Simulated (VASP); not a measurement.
Wanted: the native input for a VASP 6.6.1 run.

```
Task                   : relaxation of cell and atoms
Functional             : PBE
Potentials or basis    : VASP PAW PBE potentials, release 64 (Mg, Si)
Cutoff                 : 600 eV
k mesh                 : 10 × 10 × 10
Occupations            : gaussian, width 0.1 eV
Spin                   : no spin polarisation
Further INCAR settings : ALGO = Fast; EDIFF = 1e-07; IBRION = 2; EDIFFG = -0.005; NSW = 90; ISIF = 3
```

The structure of Mg2Si lies in POSCAR:

```
Mg2Si
1.0
    0.0000000000      3.1698179200      3.1698179200
    3.1698179200      0.0000000000      3.1698179200
    3.1698179200      3.1698179200      0.0000000000
Mg Si
2 1
Direct
    0.2500000000      0.2500000000      0.2500000000
    0.7500000000      0.7500000000      0.7500000000
    0.0000000000      0.0000000000      0.0000000000
```

The cell is a database's computed one.

These files were run (other wordings do the same):

INCAR

```
SYSTEM = Mg2Si
  PREC = Accurate
  ENCUT = 600
  EDIFF = 1E-7
  ISMEAR = 0
  SIGMA = 0.1
  LREAL = .FALSE.
  LASPH = .TRUE.
  NELM = 60
  ALGO = Fast
  ISIF = 3
  LWAVE = .FALSE.
  LCHARG = .FALSE.
  GGA = PE
  IBRION = 2
  NSW = 90
  EDIFFG = -0.005
```

KPOINTS

```
Automatic mesh
0
G
  10 10 10
  0 0 0
```

Potentials or basis: VASP PAW PBE potentials, release 64 (Mg, Si).

Launch:

```sh
$ cat potpaw_PBE.64/Mg/POTCAR potpaw_PBE.64/Si/POTCAR > POTCAR
$ mpirun -np 1 vasp_std > vasp.out
```

Results of the run:

* Relaxed volume: 21.45 Å³/atom
* Relaxed cell: a = 4.498 Å, b = 4.498 Å, c = 4.498 Å, α = 60.00°, β = 60.00°, γ = 60.00°
* Space group after relaxing (to 0.05 Å): Fm-3m (No. 225)
* Energy gained by relaxing: 0.3 meV/atom
* Ionic steps: 2
* Pressure after relaxing: 0.0 GPa
* Band gap on the k mesh: 0.21 eV, indirect (least direct gap 1.85 eV)

It took 21 s on 1 thread of Intel(R) Xeon(R) 6975P-C (Granite Rapids), on a shared host, peak memory 0.22 GiB.
